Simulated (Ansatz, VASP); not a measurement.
**One calculation of Ti, two programs**

```
Ti
1.0
    -1.49422    1.49422    1.49422
     1.49422   -1.49422    1.49422
     1.49422    1.49422   -1.49422
Ti
1
Direct
  0.00000 0.00000 0.00000
```

Change from the starting cell: volume scaled by 0.84, LAPW.

Alike in both runs: task single point; functional LDA; k mesh 19 × 19 × 19; occupations fermi-dirac, width 0.08 eV; no spin polarisation.

```csv
,VASP,Ansatz
version,VASP 6.6.1,Ansatz 0.2.0
potentials or method,"VASP PAW LDA potentials, release 64 (Ti_sv), cutoff 520 eV","all-electron LAPW, scalar-relativistic"
```

```csv
,VASP,Ansatz,Ansatz less VASP
pressure (GPa),26.8,27.2,+0.40
```

Ansatz ran all-electron here, so the differences hold the error of VASP's frozen core and of both bases.

Caveats: so large a pressure means that the cell lies far from this level's equilibrium, or that cutoff or potentials fall short (VASP).
